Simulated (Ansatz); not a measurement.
## Stack of Hf2C(OH)2 MXene under honeycomb MgO, shifted by two thirds of the diagonal in a perpendicular field

Wanted: the out-of-plane response of the stack of Hf2C(OH)2 MXene under honeycomb MgO, shifted by two thirds of the diagonal. A positive field points along +c.

Method: plane-wave DFT, PBEsol-D3(BJ), Ansatz PAW, in Ansatz 0.2.0.

### 1. Set-up

The cell holds 9 atoms: 2 H, 3 O, 2 Hf, 1 C and 1 Mg. Cell: a = 3.294 Å, b = 3.294 Å, c = 50.013 Å, α = 90.0°, β = 90.0°, γ = 120.0°. Regions: layer 1: Hf2C(OH)2 MXene, 7 atoms (2 H, 2 O, 2 Hf and 1 C); layer 2: honeycomb MgO, 2 atoms (1 O and 1 Mg). Vacuum lies along c.

### 2. Relaxing the slab

The starting cell is a guess, so the in-plane lattice and the atoms are relaxed first, with the slab cut off from its images along the normal.

The input, input.yaml:

```yaml
crystal:
  lattice:
    - [3.2945, 0.0, 0.0]
    - [-1.64725, 2.8531206928, 0.0]
    - [0.0, 0.0, 50.0129467961]
  atoms:
    - { symbol: H, position: [0.3333333333, 0.6666666667, 0.4048951581] }
    - { symbol: O, position: [0.3333333333, 0.6666666667, 0.4244900843] }
    - { symbol: Hf, position: [0.6666666667, 0.3333333333, 0.4480584141] }
    - { symbol: C, position: [0.0, 0.0, 0.4740067306] }
    - { symbol: Hf, position: [0.3333333333, 0.6666666667, 0.4999550471] }
    - { symbol: O, position: [0.6666666667, 0.3333333333, 0.5235233769] }
    - { symbol: H, position: [0.6666666667, 0.3333333333, 0.5431183031] }
    - { symbol: O, position: [0.3333333333, 0.6666666667, 0.5951048419] }
    - { symbol: Mg, position: [0.0, 0.0, 0.5951048419] }
  periodic: [true, true, false]
kpoints:
  mp_grid: { grid: [12, 12, 1] }
hamiltonian:
  xc: pbesol
  dispersion: d3bj
scf:
  occupations: { method: fermi_dirac, width: 0.05 }
  convergence: { dr2_threshold: 1.0e-09 }
relax:
  f_tol: 0.004
  max_steps: 90
  cell: {}
output:
  write_potential: true
  write_density: true
  volumetric_format: npy
```

Command:

```console
> ansatz run input.yaml --threads 2 --pin off --max-ram 3072MiB --backend cpu --events-out ev --progress --plain --runs-dir out
```

Numbers of over 12 decimals in the logs are rounded to 6 here.

The program printed:

```text
Warning: relax.cell: scf.convergence.dr2_threshold = 1e-9 eV is looser than the 2.36372412961e-10 eV advised for a relaxation that steers and ends on the stress (1e-10 eV for each atom of the cell: 9, times the square of relax.cell.stress_2d_tol = 0.05 N/m over 19.5 Å (the atoms' height at the walk's start and 5 Å past either face), 2.562e-2 GPa, over a crystal's default 0.05). What an SCF threshold leaves in a stress goes as its square root, and in the free energy as the threshold itself, and one threshold admits the most on a small cell: [figures from the program's tests cut] Set scf.convergence.dr2_threshold to 2.36372412961e-10 eV or tighter. [rest of the remark cut]
Engine: ansatz 0.2.0, x86_64-unknown-linux-gnu
Pseudopotentials: kind: paw
Pseudopotential: H, paw, valence charge 1, recommended cutoff 420 eV (normal), H.paw.azcp
Pseudopotential: O, paw, valence charge 6, recommended cutoff 420 eV (normal), O.paw.azcp
Pseudopotential: Hf, paw, valence charge 26, recommended cutoff 420 eV (normal), Hf.paw.azcp
Pseudopotential: C, paw, valence charge 4, recommended cutoff 420 eV (normal), C.paw.azcp
Pseudopotential: Mg, paw, valence charge 10, recommended cutoff 420 eV (normal), Mg.paw.azcp
Functional definition: PBEsol
  exchange = pbesol_x
  correlation = pbesol_c
Crystal: 9 atoms, lattice volume = 470.102 Å³
Basis set: ecut = 420 eV, 9335 PW (Γ), exchange–correlation on 48×48×720 points (8 copies of the dense FFT grid, shifted against one another)
Bands: 52, of which v1, the nominal top of the filled ones, is band 43 counted from 1 (42 counted from 0)
Symmetry: 6 space group operations
Space group: P3m1 (ITA 156), of the structure as read, at distance tolerance 7.8e-5 Å
k-points: 19 of 144 (time reversal used)
Non-local potential: H, projectors of the file, l = 0: 2, l = 1: 1
Non-local potential: O, projectors of the file, l = 0: 2, l = 1: 2, l = 2: 1
Non-local potential: Hf, projectors of the file, l = 0: 3, l = 1: 2, l = 2: 2, l = 3: 3
Non-local potential: C, projectors of the file, l = 0: 2, l = 1: 2, l = 2: 1
Non-local potential: Mg, projectors of the file, l = 0: 3, l = 1: 2, l = 2: 1
PAW form: soft (Blöchl's): semilocal exchange-correlation on the pseudo side does not see the compensation charge
PAW frozen core: O, regenerated for the run's functional, and the local potential with it (the file was generated under x = pbe(κ = 0.804, μ = 0.219515), c = pbe(β = 0.066725))
PAW frozen core: Hf, regenerated for the run's functional, and the local potential with it (the file was generated under x = pbe(κ = 0.804, μ = 0.219515), c = pbe(β = 0.066725))
PAW frozen core: C, regenerated for the run's functional, and the local potential with it (the file was generated under x = pbe(κ = 0.804, μ = 0.219515), c = pbe(β = 0.066725))
PAW frozen core: Mg, regenerated for the run's functional, and the local potential with it (the file was generated under x = pbe(κ = 0.804, μ = 0.219515), c = pbe(β = 0.066725))
PAW one-centre angular grid: H, 110 points (default); XC on 64 Gauss nodes
PAW one-centre angular grid: O, 110 points (default); XC on 64 Gauss nodes
PAW one-centre angular grid: Hf, 590 points (default); XC on 64 Gauss nodes
PAW one-centre angular grid: C, 110 points (default); XC on 64 Gauss nodes
PAW one-centre angular grid: Mg, 110 points (default); XC on 64 Gauss nodes
Initial density: superposition of atomic densities (neutral atoms: chi_scale 0, normalization atom), corrected by the library's trained network
Initial wavefunctions: pseudopotential atomic-orbital guess
Functional: x = pbesol(κ = 0.804, μ = 0.123457), c = pbesol(β = 0.046)
SCF iter   1: F=—  HF=-35076.622531 eV  |F-HF|=—  |Δ(HF+E_count)|=         —  Δρ=6.08e-3  dr2=2.55e0  ethr=1.77e-3  ⟨swp⟩=14.7  Hψ=6209  notcnv=0  defer=6
preconditioner: auto → LDOS  [metal: Δε(μ)=0.015 eV  Ē_g=13.008 eV  σ=0.050 eV  W_gap=0.07  n_scr=32 (ndim 8)  ℏωp=13.5 eV  f_vac=0.755  D(μ)=2.24/eV (n_scr^D=14)  β→1.0]
SCF iter   2: F=—  HF=-35076.568925 eV  |F-HF|=—  |Δ(HF+E_count)|=   5.36e-2  Δρ=6.89e-3  dr2=3.58e-1  ethr=1.77e-3  ⟨swp⟩=3.6  Hψ=1925  notcnv=0  defer=48
SCF iter   3: F=—  HF=-35076.519543 eV  |F-HF|=—  |Δ(HF+E_count)|=   4.94e-2  Δρ=1.65e-3  dr2=5.54e-2  ethr=4.17e-4  ⟨swp⟩=3.7  Hψ=2503  notcnv=0  defer=51
SCF iter   4: F=—  HF=-35076.514789 eV  |F-HF|=—  |Δ(HF+E_count)|=   4.75e-3  Δρ=5.80e-4  dr2=8.49e-3  ethr=6.44e-5  ⟨swp⟩=3.4  Hψ=1771  notcnv=0  defer=53
SCF iter   5: F=—  HF=-35076.514567 eV  |F-HF|=—  |Δ(HF+E_count)|=   2.23e-4  Δρ=3.58e-4  dr2=1.94e-3  ethr=9.87e-6  ⟨swp⟩=3.2  Hψ=1719  notcnv=0  defer=53
SCF iter   6: F=—  HF=-35076.514579 eV  |F-HF|=—  |Δ(HF+E_count)|=   1.19e-5  Δρ=1.14e-4  dr2=1.84e-4  ethr=2.26e-6  ⟨swp⟩=2.8  Hψ=1575  notcnv=0  defer=54
SCF iter   7: F=—  HF=-35076.514656 eV  |F-HF|=—  |Δ(HF+E_count)|=   7.73e-5  Δρ=9.74e-5  dr2=1.72e-4  ethr=2.14e-7  ⟨swp⟩=3.2  Hψ=1989  notcnv=0  defer=54
SCF iter   8: F=—  HF=-35076.514658 eV  |F-HF|=—  |Δ(HF+E_count)|=   2.33e-6  Δρ=3.38e-5  dr2=3.25e-5  ethr=2.00e-7  ⟨swp⟩=3.1  Hψ=1718  notcnv=0  defer=54
SCF iter   9: F=—  HF=-35076.514701 eV  |F-HF|=—  |Δ(HF+E_count)|=   4.23e-5  Δρ=1.59e-5  dr2=1.70e-6  ethr=3.77e-8  ⟨swp⟩=2.8  Hψ=1518  notcnv=0  defer=54
SCF iter  10: F=—  HF=-35076.514554 eV  |F-HF|=—  |Δ(HF+E_count)|=   1.47e-4  Δρ=1.11e-5  dr2=2.18e-6  ethr=1.97e-9  ⟨swp⟩=3.5  Hψ=2150  notcnv=0  defer=54
SCF iter  11: F=—  HF=-35076.514554 eV  |F-HF|=—  |Δ(HF+E_count)|=   1.71e-7  Δρ=2.90e-6  dr2=1.29e-7  ethr=1.97e-9  ⟨swp⟩=2.8  Hψ=1409  notcnv=0  defer=54
SCF iter  12: F=—  HF=-35076.514554 eV  |F-HF|=—  |Δ(HF+E_count)|=   1.35e-7  Δρ=1.54e-6  dr2=1.47e-8  ethr=1.50e-10  ⟨swp⟩=3.6  Hψ=2162  notcnv=0  defer=54
SCF iter  13: F=—  HF=-35076.514554 eV  |F-HF|=—  |Δ(HF+E_count)|=   3.20e-8  Δρ=3.77e-7  dr2=3.10e-9  ethr=1.71e-11  ⟨swp⟩=3.4  Hψ=2114  notcnv=0  defer=54
SCF iter  14: F=-35076.514554 eV  HF=-35076.514554 eV  |F-HF|=7.28e-11  |Δ(HF+E_count)|=   5.85e-9  Δρ=1.60e-7  dr2=5.72e-10  ethr=1.16e-12  ⟨swp⟩=11.9  Hψ=8608  notcnv=0
SCF 1 converged in 14 iterations: F = -35076.514554 eV  dr2 = 5.72e-10
  greatest PAW one-centre occupation: 1.000 electrons in one spin orbital (limit 2), on the Mg atom at site 8 (counted from 0), in its partial waves of l = 1
relax step   1: F+E_penalty+E_count = -35076.51455392 eV  Δ(F+E_penalty+E_count) = +0.000e0 eV  max|allowed force component| = 3.056e0 eV/Å  Δτ_max = 0.0000 Å  P = -5.947 N/m  Ω = 470.102 Å³  fix = [c, alpha, beta]  reactions: c -0.000 N/m  (14 SCF iters, accepted)
Crystal: 9 atoms, lattice volume = 462.620 Å³
[...]
relax step  11: F+E_penalty+E_count = -35076.98873593 eV  Δ(F+E_penalty+E_count) = -2.542e-6 eV  max|allowed force component| = 8.490e-4 eV/Å  Δτ_max = 0.0002 Å  P = +0.000 N/m  Ω = 455.954 Å³  energy of the carried Pulay correction = +1.043e-2 eV  fix = [c, alpha, beta]  reactions: c +0.000 N/m  (5 SCF iters, accepted)
relax step  12: F+E_penalty+E_count = -35076.97989808 eV  Δ(F+E_penalty+E_count) = +8.838e-3 eV  max|allowed force component| = 1.131e-3 eV/Å  Δτ_max = 0.0000 Å  P = -0.176 N/m  Ω = 455.954 Å³  fix = [c, alpha, beta]  reactions: c -0.000 N/m  stress off target by 1.76e-1 N/m on what of the cell is left free  SCF on the basis re-selected at this cell (its energy is not comparable with the rows above)  (6 SCF iters)
relax step  13: F+E_penalty+E_count = -35076.98021151 eV  Δ(F+E_penalty+E_count) = -3.134e-4 eV  max|allowed force component| = 2.239e-3 eV/Å  Δτ_max = 0.0015 Å  P = -0.048 N/m  Ω = 455.605 Å³  energy of the carried Pulay correction = +2.644e-4 eV  fix = [c, alpha, beta]  reactions: c -0.000 N/m  (7 SCF iters, accepted)
relax step  14: F+E_penalty+E_count = -35076.97991539 eV  Δ(F+E_penalty+E_count) = +2.961e-4 eV  max|allowed force component| = 2.241e-3 eV/Å  Δτ_max = 0.0000 Å  P = -0.051 N/m  Ω = 455.605 Å³  fix = [c, alpha, beta]  reactions: c -0.000 N/m  stress off target by 5.14e-2 N/m on what of the cell is left free  SCF on the basis re-selected at this cell (its energy is not comparable with the rows above)  (5 SCF iters)
relax step  15: F+E_penalty+E_count = -35076.98002255 eV  Δ(F+E_penalty+E_count) = -1.072e-4 eV  max|allowed force component| = 8.075e-4 eV/Å  Δτ_max = 0.0006 Å  P = +0.001 N/m  Ω = 455.470 Å³  energy of the carried Pulay correction = +1.022e-4 eV  fix = [c, alpha, beta]  reactions: c +0.000 N/m  (7 SCF iters, accepted)
iter 1 solved again at ethr=6.63e-7 eV; its pass at ethr=3.10e-3 eV (dr2=5.70e-4 eV) is discarded
SCF iter   1: F=—  HF=-35076.980061 eV  |F-HF|=—  |Δ(HF+E_count)|=         —  Δρ=2.43e-6  dr2=2.15e-8  ethr=6.63e-7  ⟨swp⟩=6.1  Hψ=10480  notcnv=0
eigensolver tolerance schedule: the retry pair's looser diagonalisation over-reported the residual by 26560.92 of it (diagonalisation noise at an unbounded share of the residual, at the tolerance the schedule requests for it); recorded, not acted on — ethr = c·dr2/N_el stays at c = 1.0e-1
SCF iter   2: F=—  HF=-35076.979942 eV  |F-HF|=—  |Δ(HF+E_count)|=   1.19e-4  Δρ=3.29e-6  dr2=5.63e-8  ethr=2.50e-11  ⟨swp⟩=7.1  Hψ=4837  notcnv=0
SCF iter   3: F=—  HF=-35076.979942 eV  |F-HF|=—  |Δ(HF+E_count)|=   7.55e-9  Δρ=1.28e-6  dr2=7.62e-9  ethr=2.50e-11  ⟨swp⟩=2.5  Hψ=1877  notcnv=0
SCF iter   4: F=—  HF=-35076.979942 eV  |F-HF|=—  |Δ(HF+E_count)|=  5.53e-10  Δρ=1.08e-6  dr2=5.88e-9  ethr=8.86e-12  ⟨swp⟩=2.3  Hψ=1623  notcnv=0
SCF iter   5: F=—  HF=-35076.979942 eV  |F-HF|=—  |Δ(HF+E_count)|=  3.93e-10  Δρ=4.50e-7  dr2=1.07e-9  ethr=6.84e-12  ⟨swp⟩=2.3  Hψ=1430  notcnv=0
SCF iter   6: F=-35076.979942 eV  HF=-35076.979942 eV  |F-HF|=1.60e-10  |Δ(HF+E_count)|=  1.60e-10  Δρ=2.01e-7  dr2=1.56e-10  ethr=1.16e-12  ⟨swp⟩=20.1  Hψ=9750  notcnv=0
SCF 16 converged in 6 iterations: F = -35076.979942 eV  dr2 = 1.56e-10
relax step  16: F+E_penalty+E_count = -35076.97994158 eV  Δ(F+E_penalty+E_count) = +8.097e-5 eV  max|allowed force component| = 7.956e-4 eV/Å  Δτ_max = 0.0000 Å  P = +0.001 N/m  Ω = 455.470 Å³  fix = [c, alpha, beta]  reactions: c +0.000 N/m  stress off target by 6.53e-4 N/m on what of the cell is left free  SCF on the basis re-selected at this cell (its energy is not comparable with the rows above)  (6 SCF iters)
basis re-selected at this cell: Δ(F+E_penalty+E_count) = +8.097e-5 eV, ΔP = -0.000 N/m vs the last step (what re-selecting the basis moved, of the pressure what is left beyond the Pulay correction that the steps carried, after the strain that the cell walked since its last selection, with what the two solves' SCF thresholds leave and, on support functions, any second-order correction that the steps lacked; it is no m [...]
WARN: The output density's exchange-correlation potential varies sharply where the density is thin. Do not read a vacuum level from v_tot or v_xc, or from such a field of the output density. On a cell that repeats whose density bears no net charge and no dipole along the vacuum's axis use v_es (v_loc + v_h of the components); under efield.dipole_correction with no amplitude use v_es + v_field, which holds any externa [...]
SCF converged after 6 iterations
Free energy (F): -35076.979942 eV
Harris-Foulkes:  -35076.979942 eV  (|F-HF|=1.60e-10)
Internal energy: -35076.960464 eV  (E = F + TS)
E sigma→0 (E₀):  -35076.970203 eV
Entropy (-TS):   -0.019477 eV (-2.164 meV/atom)
Fermi energy:    -2.522137 eV
--- Per-component energies (eV) ---
  E_band       = -1886.947286
  E_kinetic    = 1571.008345
  E_local      = -718666.659545  (includes V_loc(G=0)·N_el)
  E_nonlocal   = -2204.614880
  E_hartree    = 357824.658924
  E_xc         = -910.207789
  E_vxc        = -935.041597  (∫ρ·V_xc dr)
  E_paw        = -14449.011867  (= ΣΔE_a)
  E_vpaw       = 2699.034740  (= ΣTr[D̂ρ^β])
  E_aug_tail   = 0.005150  (compensation charges beyond the density's cutoff)
  E_ewald      = 341756.484896
  E_disp       = -1.311707  (pairwise vdW)
  E_core_change = 2.688010  (= ΣΔE_core)
  E_smearing   = -0.019477  (= −TS)
  E_closure    = -0.000000  (closes the sum)
  Σ components = -35076.979942   (vs F -35076.979942, Δ=0.00e0)
--- Forces (eV/Å), atoms counted from 1 ---
  atom   1  H      0.00000000     0.00000000    -0.00039396
  atom   2  O      0.00000000     0.00000000    -0.00018393
  atom   3  Hf     0.00000000    -0.00000000     0.00017424
  atom   4  C     -0.00000000     0.00000000     0.00060322
  atom   5  Hf     0.00000000     0.00000000     0.00059550
  atom   6  O      0.00000000    -0.00000000    -0.00079614
  atom   7  H      0.00000000    -0.00000000     0.00020434
  atom   8  O      0.00000000     0.00000000    -0.00061459
  atom   9  Mg    -0.00000000    -0.00000000     0.00040607
  max |Σ_I F_I| component: 5.26e-6 eV/Å
--- 2D stress c σ (N/m, compression-positive) ---
        0.000653      -0.000000       0.000000
       -0.000000       0.000653      -0.000000
        0.000000      -0.000000       0.000000
  P = ½ c Tr σ = 0.0007 N/m
--- Band table (eV; the first three rows and the last of 19) ---
  k-point 0: bands = [... 39 lower, -6.6931, -5.3905, -5.3905, -3.1405, -2.7656, -2.1397, -2.1397, -2.1151, ... 5 higher]
  k-point 1: bands = [... 39 lower, -6.7102, -5.7445, -5.4673, -2.9291, -2.6579, -2.4839, -1.9503, -1.9458, ... 5 higher]
  k-point 2: bands = [... 39 lower, -6.7563, -6.4375, -5.6141, -3.1517, -2.4143, -2.3533, -1.5445, -1.4329, ... 5 higher]
  k-point 18: bands = [... 39 lower, -7.1122, -6.4344, -6.2131, -1.5430, -1.1807, -1.1226, 0.8715, 0.8815, ... 5 higher]
  the weakly bound empty levels are not read free of the cell's end (no_gap_told)
--- Relaxed structure (13 steps of the walk, 13 accepted, 3 SCFs on fresh bases) ---
  F+E_penalty+E_count = -35076.97994158 eV   max|allowed force component| = 7.956e-4 eV/Å   (the final SCF, on the basis selected at the relaxed cell)
  cell:  # Å, volume = 455.4703 Å³
    - [3.242825, 0, 0]
    - [-1.621412, 2.808369, 0]
    - [0, 0, 50.0129467961]
  atoms:
    - { symbol: H, position: [0.333333, 0.666667, 0.407049] }
    - { symbol: O, position: [0.333333, 0.666667, 0.426613] }
    - { symbol: Hf, position: [0.666667, 0.333333, 0.453068] }
    - { symbol: C, position: [-1.2183059737767817e-17, -2.101656754394892e-17, 0.477255] }
    - { symbol: Hf, position: [0.333333, 0.666667, 0.501533] }
    - { symbol: O, position: [0.666667, 0.333333, 0.527308] }
    - { symbol: H, position: [0.666667, 0.333333, 0.546965] }
    - { symbol: O, position: [0.333333, 0.666667, 0.582057] }
    - { symbol: Mg, position: [-3.542756139994039e-17, -2.1016567543949024e-17, 0.586409] }
```

Wall time 5.1 min (2 threads of Intel Xeon Platinum 8488C (Sapphire Rapids), shared host); peak memory 0.94 GiB.

The steps of the relaxation:

| step | energy less that of the first step (eV) | largest force component (eV/Å) | volume (Å³) |
| --- | --- | --- | --- |
| 1 | 0.0000 | 3.0556 | 470.10 |
| 2 | -0.1890 | 2.5881 | 462.62 |
| 3 | -0.4210 | 0.1980 | 455.16 |
| 4 | -0.4561 | 0.1810 | 456.06 |
| 5 | -0.4728 | 0.1910 | 455.69 |
| 6 | -0.4739 | 0.0435 | 456.15 |
| 7 | -0.4741 | 0.0214 | 455.99 |
| 8 | -0.4742 | 0.0116 | 455.93 |
| 9 | -0.4742 | 0.0092 | 455.96 |
| 10 | -0.4742 | 0.0077 | 455.96 |
| 11 | -0.4742 | 0.0008 | 455.95 |
| 12* | -0.4653 | 0.0011 | 455.95 |
| 13 | -0.4657 | 0.0022 | 455.60 |
| 14* | -0.4654 | 0.0022 | 455.60 |
| 15 | -0.4655 | 0.0008 | 455.47 |
| 16* | -0.4654 | 0.0008 | 455.47 |

Relaxation steps marked * repeat the geometry before them on a plane-wave basis chosen anew for their cell, so energy and pressure can jump there.

Forces are held to the 6 operations that the run works with; a distortion that breaks them can't arise in this run.

| cell as run | before | after | change |
| --- | --- | --- | --- |
| a (Å) | 3.294 | 3.243 | -1.6 % |
| b (Å) | 3.294 | 3.243 | -1.6 % |

The atoms that moved most (Å, along periodic axes as changes of fractional coordinates times the final cell, across vacuum about the mean position):

| atom | dx | dy | dz | length |
| --- | --- | --- | --- | --- |
| O8 | 0.000 | 0.000 | -0.653 | 0.653 |
| Mg9 | 0.000 | 0.000 | -0.435 | 0.435 |
| Hf3 | 0.000 | 0.000 | 0.251 | 0.251 |
| H7 | 0.000 | 0.000 | 0.192 | 0.192 |
| O6 | 0.000 | 0.000 | 0.189 | 0.189 |
| C4 | 0.000 | 0.000 | 0.162 | 0.162 |
| H1 | 0.000 | 0.000 | 0.108 | 0.108 |
| O2 | 0.000 | 0.000 | 0.106 | 0.106 |

This step gave:

* energy at zero smearing: -35076.9702 eV

The lattice constant a goes from 3.294 to 3.243 Å.

(Part 1 of 3 ends here.)

[Logs are printed without paths, hosts, clocks, repeated set-up lines and the standing remarks that a program may print on its own settings, such as how far it seeks lower states.]

[Hosts, paths, dates, database ids (printed as entryN), source tags and the programs' standing remarks are cut or masked in the printed files.]

[Maps of the electrostatic potential energy from Ansatz leave out the sawtooth potential of an applied field or a dipole correction, so their vacuum need not be flat; planar profiles and work functions include it.]
